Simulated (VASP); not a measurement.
# PbO (Litharge) (P4/nmm) in VASP: notebook

One crystal, PbO (Litharge), is run at these levels: LDA; tasks: single point.

Everything below comes from runs of VASP 6.6.1. Logs are shortened: lines on timing, memory, paths and dates and some standing lists are left out, and cuts for length are marked.

**1. Starting point**

The structure is tetragonal, space group P4/nmm (No. 129). Conventional cell: a = 3.990 Å, b = 3.990 Å, c = 5.010 Å, α = 90.00°, β = 90.00°, γ = 90.00°. Pb (site symmetry 4mm) has 4 O at 2.33 Å as nearest neighbours. O (site symmetry -4m2) has 4 Pb at 2.33 Å as nearest neighbours.

**2. Single point, LDA**

INCAR

```
SYSTEM = PbO
PREC = Accurate ; ENCUT = 300
EDIFF = 1E-7 ; ISMEAR = 0
SIGMA = 0.05 ; LREAL = .False.
LASPH = .True. ; NELM = 100
ALGO = Normal ; ISIF = 2
LWAVE = .False. ; LCHARG = .False.
ADDGRID = .False.
```

KPOINTS

```
regular mesh
0
Gamma
  4 4 3
  0 0 0
```

POSCAR

```
PbO
1.0
    3.9900000000      0.0000000000      0.0000000000
    0.0000000000      3.9900000000      0.0000000000
    0.0000000000      0.0000000000      5.0100000000
Pb O
2 2
Direct
    0.5000000000      0.0000000000      0.7600000000
    0.0000000000      0.5000000000      0.2400000000
    0.5000000000      0.5000000000      0.0000000000
    0.0000000000      0.0000000000      0.0000000000
```

Potentials or basis: VASP PAW LDA potentials, release 64 (Pb_d, O).

The run is started by

```console
> cat potpaw_LDA.64/Pb_d/POTCAR potpaw_LDA.64/O/POTCAR > POTCAR
> mpirun -np 1 vasp_std > vasp.out
```

OUTCAR:

```text
SYSTEM = PbO
   PREC = Accurate
   ENCUT = 300
   EDIFF = 1E-7
   ISMEAR = 0
   LREAL = .False.
   LASPH = .True.
   NELM = 100
   ISIF = 2

 Found     12 irreducible k-points:

 Following reciprocal coordinates:
            Coordinates               Weight
  0.000000  0.000000  0.000000      1.000000
  0.250000  0.000000  0.000000      4.000000
  0.500000  0.000000  0.000000      2.000000
  0.250000  0.250000  0.000000      4.000000
  0.500000  0.250000  0.000000      4.000000
  0.500000  0.500000  0.000000      1.000000
   k-points           NKPTS =     12   k-points in BZ     NKDIM =     12   number of bands    NBANDS=     24
   number of dos      NEDOS =    301   number of ions     NIONS =      4
   total plane-waves  NPLWV =  16128
   dimension x,y,z NGX =    24 NGY =   24 NGZ =   28
   dimension x,y,z NGXF=    48 NGYF=   48 NGZF=   56
   ions per type =               2   2
   NGX,Y,Z   is equivalent  to a cutoff of  10.00, 10.00,  9.29 a.u.
   NGXF,Y,Z  is equivalent  to a cutoff of  20.00, 20.00, 18.58 a.u.
 SYSTEM =  PbO
   PREC   = accura    normal or accurate (medium, high low for compatibility)
   ISTART =      0    job   : 0-new  1-cont  2-samecut
   ICHARG =      2    charge: 1-file 2-atom 10-const
   ISPIN  =      1    spin polarized calculation?
   LNONCOLLINEAR =      F non collinear calculations
   LSORBIT =      F    spin-orbit coupling
   LASPH  =      T    aspherical Exc in radial PAW
   ENCUT  =  300.0 eV  22.05 Ry    4.70 a.u.   5.63  5.63  7.08*2*pi/ulx,y,z
   NELM   =    100;   NELMIN=  2; NELMDL= -5     # of ELM steps
   EDIFF  = 0.1E-06   stopping-criterion for ELM
   LREAL  =      F    real-space projection
   EDIFFG = 0.1E-05   stopping-criterion for IOM
   NSW    =      0    number of steps for IOM
   IBRION =     -1    ionic relax: 0-MD 1-quasi-New 2-CG
[... 8 lines left out ...]
   EMIN   =  10.00;   EMAX   =-10.00  energy-range for DOS
   EFERMI =   0.00;   METHOD = LEGACY
   ISMEAR =     0;   SIGMA  =   0.05  broadening in eV -4-tet -1-fermi 0-gaus
   EFERMI_NEDOS =   21; number of points for ismear=-14 and -15
   IALGO  =     38    algorithm
   IMIX   =      4    mixing-type and parameters
     AMIX     =   0.40;   BMIX     =  1.00
     AMIX_MAG =   1.60;   BMIX_MAG =  1.00
  volume/ion in A,a.u.               =      19.94       134.56
  Fermi-wavevector in a.u.,A,eV,Ry     =   1.300670  2.457909 23.017539  1.691741
  Thomas-Fermi vector in A             =   2.431853
   LORBIT       =      0    0 simple, 1 ext, 2 COOP (PROOUT), +10 PAW based schemes
   GGA     = CA    functional components
   LHFCALC =     F    Hartree Fock is set to
   AEXX    =    0.0000 exact exchange contribution
   IVDW    =     0    specifies the selected vdW correction
   LEPSILON=     F    determine dielectric tensor
   LRPA    =     F    only Hartree local field effects (RPA)
 non-spin polarized calculation
 Gauss-broadening in eV      SIGMA  =   0.05
  energy-cutoff  :      300.00
  volume of cell :       79.76
 maximum number of plane-waves:       954
 NGX is ok and might be reduce to    24
   NGX = 11   NGY = 11   NGZ = 15

 number of electron      39.9999962 magnetization

 Free energy of the ion-electron system (eV)
  ---------------------------------------------------
  ext. energy  EPLUGINS =         0.00000000
  ---------------------------------------------------
  free energy    TOTEN  =       -24.60522947 eV

  energy without entropy =      -24.60522947  energy(sigma->0) =      -24.60522947

 E-fermi :   5.0178     XC(G=0): -10.2895

 val. band max:        4.7392301667   @ k =   0.0000   0.0000   0.0000
 cond. band min:       5.8228016014   @ k =   0.5000   0.5000   0.0000
 fundamental gap:      1.0835714347
 Fermi energy:         5.0177519165

 k-point     1 :       0.0000    0.0000    0.0000
  band No.  band energies     occupation
      1     -13.3883      2.00000
      2     -12.8776      2.00000
      3     -11.1672      2.00000
      4     -11.1672      2.00000
      5     -11.1016      2.00000
      6     -11.0886      2.00000
[... 16 lines left out ...]
     23      10.2314      0.00000
     24      10.2314      0.00000

 k-point     2 :       0.2500    0.0000    0.0000
  band No.  band energies     occupation
      1     -13.2687      2.00000
      2     -12.9173      2.00000
      3     -11.1366      2.00000
      4     -11.1341      2.00000
      5     -11.0570      2.00000
      6     -11.0565      2.00000
[... 16 lines left out ...]
     23      10.1740      0.00000
     24      10.5680      0.00000

 k-point     3 :       0.5000    0.0000    0.0000
  band No.  band energies     occupation
      1     -13.0610      2.00000
      2     -13.0610      2.00000
      3     -11.0705      2.00000
      4     -11.0705      2.00000
      5     -11.0704      2.00000
      6     -11.0704      2.00000
[... 16 lines left out ...]
     23      11.2880      0.00000
     24      11.2882      0.00000

 k-point     4 :       0.2500    0.2500    0.0000
  band No.  band energies     occupation
      1     -13.1894      2.00000
      2     -12.9522      2.00000
      3     -11.1284      2.00000
      4     -11.0741      2.00000
      5     -11.0332      2.00000
      6     -11.0322      2.00000
[... 16 lines left out ...]
     23       9.4128      0.00000
     24       9.7875      0.00000

 k-point     5 :       0.5000    0.2500    0.0000
  band No.  band energies     occupation
      1     -13.0489      2.00000
      2     -13.0489      2.00000
      3     -11.0542      2.00000
      4     -11.0542      2.00000
      5     -11.0476      2.00000
      6     -11.0476      2.00000
[... 16 lines left out ...]
     23      10.0839      0.00000
     24      10.0839      0.00000

 k-point     6 :       0.5000    0.5000    0.0000
  band No.  band energies     occupation
      1     -13.0399      2.00000
      2     -13.0399      2.00000
      3     -11.0752      2.00000
      4     -11.0752      2.00000
      5     -10.9734      2.00000
      6     -10.9734      2.00000
[... 16 lines left out ...]
     23       9.9069      0.00000
     24       9.9069      0.00000

 [... further k-points ...]
[... 5 lines left out ...]
  --------------------------------------------------------------------------------------
  -------------------------------------------------------------------------------------
  Total      -11.3093013    -11.3093013    -11.1752180      0.0000000      0.0000000      0.0000000
  in kB     -227.1762054   -227.1762054   -224.4827984      0.0000000      0.0000000      0.0000000
  external PRESSURE =    -226.2784031 kB  Pullay stress =       0.0000000 kB

 VOLUME and BASIS-vectors are now :
 -----------------------------------------------------------------------------
  energy-cutoff  :      300.00
  volume of cell :       79.76
      direct lattice vectors                 reciprocal lattice vectors
     3.990000000  0.000000000  0.000000000     0.250626566  0.000000000  0.000000000
     0.000000000  3.990000000  0.000000000     0.000000000  0.250626566  0.000000000
     0.000000000  0.000000000  5.010000000     0.000000000  0.000000000  0.199600798

 POSITION                                       TOTAL-FORCE (eV/Angst)
 -----------------------------------------------------------------------------------
      1.99500      0.00000      3.80760         0.000000     -0.000000      0.579437
      0.00000      1.99500      1.20240         0.000000     -0.000000     -0.579437
      1.99500      1.99500      0.00000         0.000000     -0.000000      0.000000
      0.00000      0.00000      0.00000         0.000000      0.000000      0.000000
 -----------------------------------------------------------------------------------
    total drift:                                0.000000     -0.000000     -0.000000

  FREE ENERGIE OF THE ION-ELECTRON SYSTEM (eV)
  ---------------------------------------------------
  free  energy   TOTEN  =       -24.6052294701 eV

  energy  without entropy=      -24.6052294701  energy(sigma->0) =      -24.60522947
```

Wall time 7.3 s (1 thread of Intel Xeon Platinum 8488C (Sapphire Rapids), shared host); peak memory 0.13 GiB.

The run converged, but a check on its numbers failed (symmetry, net force, bounds or a known fault of this set-up), so they aren't taken as properties of the crystal.

Caveat: the cutoff lies under the usual one of these potentials, so the numbers hold a large basis-set error; spin-orbit coupling is left out, which as a rule narrows the gap of such compounds by several tenths of an eV; an odd mesh through Γ misses points on the zone boundary, where band edges often lie.

**3. Single point, LDA**

INCAR: that of step 2 with these lines changed.

```diff
@@ -1,3 +1,3 @@
 SYSTEM = PbO
-PREC = Accurate ; ENCUT = 300
+PREC = Accurate ; ENCUT = 600
 EDIFF = 1E-7 ; ISMEAR = 0
```

KPOINTS

```
regular mesh
0
Gamma
  3 3 2
  0 0 0
```

POSCAR is that of step 2.

Potentials or basis: VASP PAW LDA potentials, release 64 (Pb_d, O).

The run is started by

```console
> cat potpaw_LDA.64/Pb_d/POTCAR potpaw_LDA.64/O/POTCAR > POTCAR
> mpirun -np 1 vasp_std > vasp.out
```

OUTCAR:

```text
SYSTEM = PbO
   PREC = Accurate
   ENCUT = 600
   EDIFF = 1E-7
   ISMEAR = 0
   LREAL = .False.
   LASPH = .True.
   NELM = 100
   ISIF = 2

 Found      6 irreducible k-points:

 Following reciprocal coordinates:
            Coordinates               Weight
  0.000000  0.000000  0.000000      1.000000
  0.333333  0.000000  0.000000      4.000000
  0.333333  0.333333  0.000000      4.000000
  0.000000  0.000000  0.500000      1.000000
  0.333333  0.000000  0.500000      4.000000
  0.333333  0.333333  0.500000      4.000000
   k-points           NKPTS =      6   k-points in BZ     NKDIM =      6   number of bands    NBANDS=     24
[... 241 lines left out ...]
  -------------------------------------------------------------------------------------
  Total       -1.7197180     -1.7197180     -1.7869531      0.0000000     -0.0000000      0.0000000
  in kB      -34.5449289    -34.5449289    -35.8955182      0.0000000     -0.0000000      0.0000000
  external PRESSURE =     -34.9951253 kB  Pullay stress =       0.0000000 kB

 VOLUME and BASIS-vectors are now :
 -----------------------------------------------------------------------------
  energy-cutoff  :      600.00
  volume of cell :       79.76
      direct lattice vectors                 reciprocal lattice vectors
     3.990000000  0.000000000  0.000000000     0.250626566  0.000000000  0.000000000
     0.000000000  3.990000000  0.000000000     0.000000000  0.250626566  0.000000000
     0.000000000  0.000000000  5.010000000     0.000000000  0.000000000  0.199600798

 POSITION                                       TOTAL-FORCE (eV/Angst)
 -----------------------------------------------------------------------------------
      1.99500      0.00000      3.80760         0.000000      0.000000      0.494947
      0.00000      1.99500      1.20240         0.000000      0.000000     -0.494947
      1.99500      1.99500      0.00000        -0.000000     -0.000000     -0.000000
      0.00000      0.00000      0.00000         0.000000      0.000000     -0.000000
 -----------------------------------------------------------------------------------
    total drift:                                0.000000     -0.000000     -0.000000

  FREE ENERGIE OF THE ION-ELECTRON SYSTEM (eV)
  ---------------------------------------------------
  free  energy   TOTEN  =       -24.3805504412 eV

  energy  without entropy=      -24.3805504412  energy(sigma->0) =      -24.38055044
```

OSZICAR:

```text
N       E                     dE             d eps       ncg     rms          rms(c)
DAV:   1     0.478261596917E+03    0.47826E+03   -0.21872E+04   288   0.218E+03
DAV:   2     0.359986553979E+02   -0.44226E+03   -0.43525E+03   304   0.529E+02
DAV:   3    -0.264147370799E+02   -0.62413E+02   -0.59965E+02   392   0.205E+02
DAV:   4    -0.287399759759E+02   -0.23252E+01   -0.23244E+01   304   0.437E+01
DAV:   5    -0.288305774296E+02   -0.90601E-01   -0.90588E-01   408   0.817E+00    0.119E+01
DAV:   6    -0.247260802199E+02    0.41045E+01   -0.35354E+01   464   0.457E+01    0.566E+00
DAV:   7    -0.244443967910E+02    0.28168E+00   -0.35472E+00   408   0.143E+01    0.244E+00
DAV:   8    -0.244105248483E+02    0.33872E-01   -0.88607E-01   368   0.649E+00    0.128E+00
DAV:   9    -0.243794631706E+02    0.31062E-01   -0.17066E-01   456   0.350E+00    0.260E-01
DAV:  10    -0.243806632422E+02   -0.12001E-02   -0.16316E-02   304   0.800E-01    0.587E-02
DAV:  11    -0.243806235687E+02    0.39673E-04   -0.18530E-03   520   0.347E-01    0.714E-02
DAV:  12    -0.243805611680E+02    0.62401E-04   -0.20857E-04   424   0.160E-01    0.337E-02
DAV:  13    -0.243805507143E+02    0.10454E-04   -0.10472E-04   440   0.770E-02    0.521E-03
DAV:  14    -0.243805510126E+02   -0.29830E-06   -0.15792E-05   448   0.459E-02    0.580E-03
DAV:  15    -0.243805504382E+02    0.57436E-06   -0.45524E-06   376   0.242E-02    0.111E-03
DAV:  16    -0.243805504412E+02   -0.29322E-08   -0.29449E-07   288   0.454E-03
   1 F= -.24380550E+02 E0= -.24380550E+02  d E =-.388552E-13
```

It took 13 s on 1 thread of Intel Xeon Platinum 8488C (Sapphire Rapids), shared host; peak memory 0.16 GiB.

The run converged, but some of its settings lie outside the range that counts as converged, so its numbers aren't taken as properties of the crystal.

What came out:

- Free energy: -24.3806 eV
- Pressure: -3.5 GPa
- Largest force: 0.495 eV/Å
- Band gap on the k mesh: 1.90 eV, indirect (least direct gap 2.36 eV)

Caveat: the k mesh is coarse (spacing up to 0.63 Å⁻¹), so the values aren't converged; spin-orbit coupling is left out, which as a rule narrows the gap of such compounds by several tenths of an eV; an odd mesh through Γ misses points on the zone boundary, where band edges often lie.

**4. Single point, LDA**

INCAR: that of step 3 with these lines changed.

```diff
@@ -1,3 +1,3 @@
 SYSTEM = PbO
-PREC = Accurate ; ENCUT = 600
+PREC = Accurate ; ENCUT = 500
 EDIFF = 1E-7 ; ISMEAR = 0
```

KPOINTS

```
regular mesh
0
Gamma
  3 3 3
  0 0 0
```

POSCAR is that of step 3.

Potentials or basis: VASP PAW LDA potentials, release 64 (Pb_d, O).

The run is started by

```console
> cat potpaw_LDA.64/Pb_d/POTCAR potpaw_LDA.64/O/POTCAR > POTCAR
> mpirun -np 1 vasp_std > vasp.out
```

OUTCAR:

```text
SYSTEM = PbO
   PREC = Accurate
   ENCUT = 500
   EDIFF = 1E-7
   ISMEAR = 0
   LREAL = .False.
   LASPH = .True.
   NELM = 100
   ISIF = 2

 Found      6 irreducible k-points:

 Following reciprocal coordinates:
            Coordinates               Weight
  0.000000  0.000000  0.000000      1.000000
  0.333333  0.000000  0.000000      4.000000
  0.333333  0.333333  0.000000      4.000000
  0.000000  0.000000  0.333333      2.000000
  0.333333  0.000000  0.333333      8.000000
  0.333333  0.333333  0.333333      8.000000
   k-points           NKPTS =      6   k-points in BZ     NKDIM =      6   number of bands    NBANDS=     24
[... 241 lines left out ...]
  -------------------------------------------------------------------------------------
  Total       -1.7761012     -1.7761012     -1.7186141      0.0000000      0.0000000      0.0000000
  in kB      -35.6775286    -35.6775286    -34.5227534      0.0000000      0.0000000      0.0000000
  external PRESSURE =     -35.2926035 kB  Pullay stress =       0.0000000 kB

 VOLUME and BASIS-vectors are now :
 -----------------------------------------------------------------------------
  energy-cutoff  :      500.00
  volume of cell :       79.76
      direct lattice vectors                 reciprocal lattice vectors
     3.990000000  0.000000000  0.000000000     0.250626566  0.000000000  0.000000000
     0.000000000  3.990000000  0.000000000     0.000000000  0.250626566  0.000000000
     0.000000000  0.000000000  5.010000000     0.000000000  0.000000000  0.199600798

 POSITION                                       TOTAL-FORCE (eV/Angst)
 -----------------------------------------------------------------------------------
      1.99500      0.00000      3.80760         0.000000     -0.000000      0.487705
      0.00000      1.99500      1.20240         0.000000     -0.000000     -0.487705
      1.99500      1.99500      0.00000        -0.000000      0.000000      0.000000
      0.00000      0.00000      0.00000         0.000000     -0.000000      0.000000
 -----------------------------------------------------------------------------------
    total drift:                                0.000000      0.000000      0.000000

  FREE ENERGIE OF THE ION-ELECTRON SYSTEM (eV)
  ---------------------------------------------------
  free  energy   TOTEN  =       -24.3766879777 eV

  energy  without entropy=      -24.3766879777  energy(sigma->0) =      -24.37668798
```

stdout:

```text
POSCAR found type information on POSCAR PbO
 POSCAR found :  2 types and       4 ions
 scaLAPACK will be used
 LDA part: xc-table for (Slater(with rela. corr.)+CA(PZ))
 , standard interpolation
 POSCAR, INCAR and KPOINTS ok, starting setup
 FFT: planning ... GRIDC
 FFT: planning ... GRID_SOFT
 FFT: planning ... GRID
 WAVECAR not read
 entering main loop
```

Wall time 13 s (1 thread of Intel Xeon Platinum 8488C (Sapphire Rapids), shared host); peak memory 0.15 GiB.

These settings aren't checked as converged: the numbers below hold their error.

Results:

- Free energy: -24.3767 eV
- Pressure: -3.5 GPa
- Largest force: 0.488 eV/Å
- Band gap on the k mesh: 1.92 eV, indirect (least direct gap 2.36 eV)

Caveat: the k mesh is coarse (spacing up to 0.52 Å⁻¹), so the values aren't converged; spin-orbit coupling is left out, which as a rule narrows the gap of such compounds by several tenths of an eV; an odd mesh through Γ misses points on the zone boundary, where band edges often lie.

**5. Single point, LDA**

INCAR: that of step 4 with these lines changed.

```diff
@@ -1,3 +1,3 @@
 SYSTEM = PbO
-PREC = Accurate ; ENCUT = 500
+PREC = Accurate ; ENCUT = 350
 EDIFF = 1E-7 ; ISMEAR = 0
```

KPOINTS

```
regular mesh
0
Gamma
  4 4 3
  0 0 0
```

POSCAR is that of step 4.

The run is started by

```console
> cat potpaw_LDA.64/Pb_d/POTCAR potpaw_LDA.64/O/POTCAR > POTCAR
> mpirun -np 1 vasp_std > vasp.out
```

It took 8.9 s on 1 thread of Intel Xeon Platinum 8488C (Sapphire Rapids), shared host; peak memory 0.13 GiB.

The run converged, but a check on its numbers failed (symmetry, net force, bounds or a known fault of this set-up), so they aren't taken as properties of the crystal.

Caveat: the cutoff lies under the usual one of these potentials, so the numbers hold a large basis-set error; spin-orbit coupling is left out, which as a rule narrows the gap of such compounds by several tenths of an eV; an odd mesh through Γ misses points on the zone boundary, where band edges often lie.

**6. Single point, LDA**

INCAR: that of step 5 with these lines changed.

```diff
@@ -1,3 +1,3 @@
 SYSTEM = PbO
-PREC = Accurate ; ENCUT = 350
+PREC = Accurate ; ENCUT = 400
 EDIFF = 1E-7 ; ISMEAR = 0
```

KPOINTS is that of step 5.

POSCAR is that of step 5.

Potentials or basis: VASP PAW LDA potentials, release 64 (Pb_d, O).

The run is started by

```console
> cat potpaw_LDA.64/Pb_d/POTCAR potpaw_LDA.64/O/POTCAR > POTCAR
> mpirun -np 1 vasp_std > vasp.out
```

Run time: 14 s. Hardware: 1 thread of Intel Xeon Platinum 8488C (Sapphire Rapids), shared host; peak memory 0.15 GiB.

The run converged, but some of its settings lie outside the range that counts as converged, so its numbers aren't taken as properties of the crystal.

Results:

```yaml
Free_energy: -24.4010 eV
Largest_force: 0.547 eV/Å
Band_gap_on_the_k_mesh: 1.10 eV, indirect (least direct gap 2.06 eV)
```

Caveat: the cutoff is under 1.25 times the usual one of these potentials, so pressure, stress and relaxed cells hold a basis-set (Pulay) error; spin-orbit coupling is left out, which as a rule narrows the gap of such compounds by several tenths of an eV; an odd mesh through Γ misses points on the zone boundary, where band edges often lie.

**7. The reference run**

An earlier run on the cell as given: functional PBEsol; potentials or basis VASP PAW PBE potentials, release 64 (Pb_d, O); cutoff 520 eV; k mesh 7 × 7 × 6; occupations fermi-dirac, width 0.05 eV; no spin polarisation.

* Pressure: -0.8 GPa
* Largest force: 0.288 eV/Å
* Band gap on the k mesh: 1.37 eV, indirect (least direct gap 2.29 eV)
